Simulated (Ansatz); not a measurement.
A crystal relaxed with r2SCAN in the PAW code Ansatz has space group R-3m:H (No. 166) and a = 3.037 Å, c = 14.746 Å.

| atom | site | x | y | z |
| --- | --- | --- | --- | --- |
| Sc | 3a | 0.0000 | 0.0000 | 0.0000 |
| Al | 3b | 0.6667 | 0.3333 | 0.8333 |
| Xx | 6c | 0.3333 | 0.6667 | 0.9100 |

With r2SCAN the valence top lies at Γ and the conduction bottom at F, 1.18 eV higher; the smallest vertical gap, at S₂–F (0.80 of the way from S₂), is 3.02 eV. HSE06 gives an indirect gap of 1.90 eV, from Γ to F; the least direct gap is 3.88 eV at S₂–F (0.80 of the way from S₂). Meshes: r2SCAN 10×10×10, HSE06 6×6×6. r2SCAN's ε∞ is 7.2 along x and y, 7.0 along z.

Problem. Which element is Xx?
A. N
B. Sb
C. P
D. Bi

Solution. A. Xx is N: an ordered 4-atom cell of ScAlN2 on the rocksalt lattice (R-3m). Sc is surrounded by 6 N at 2.20 Å; Al is surrounded by 6 N at 2.09 Å; N is surrounded by 3 Al at 2.09 Å and 3 Sc at 2.20 Å.

No spin polarisation and no zero-point or thermal motion; the cell was built from a prototype and may be hypothetical.
